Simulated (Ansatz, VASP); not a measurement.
GaAs: 3 runs at one level of theory

The starting cell:

```
CELL_PARAMETERS angstrom
0.00000 2.82685 2.82685
2.82685 0.00000 2.82685
2.82685 2.82685 0.00000
ATOMIC_POSITIONS crystal
As 0.75000 0.75000 0.75000
Ga 0.00000 0.00000 0.00000
```

Alike in all runs: task relaxation of cell and atoms; functional PBEsol; k mesh 8 × 8 × 8; occupations fermi-dirac, width 0.05 eV; no spin polarisation; no spin-orbit coupling.

```
                        program and potentials  plane-wave cutoff (eV)                                                                                          notes  equilibrium volume (Å³/atom)
                            Ansatz, Ansatz PAW                     420  potentials made for PBE, which Ansatz adapts in part; 14 valence electrons an atom on average                         22.64
Ansatz, all-electron LAPW, scalar-relativistic                       -                                                                                              -                         22.64
          VASP, PBE PAW files As, Ga_d, 600 eV                     600                                potentials made for PBE; 9 valence electrons an atom on average                         22.70
```

The equilibrium volume spans 22.64 (Ansatz, Ansatz PAW) to 22.70 Å³/atom (VASP, PBE PAW files As, Ga_d, 600 eV), with all-electron results at 22.64. Relaxations stop with a little pressure left, so the last digit of a volume isn't settled.

Differences between rows come from potentials, basis sets and numerical settings, since the functional is the same but for its coding. Runs on potential files found faulty are left out.
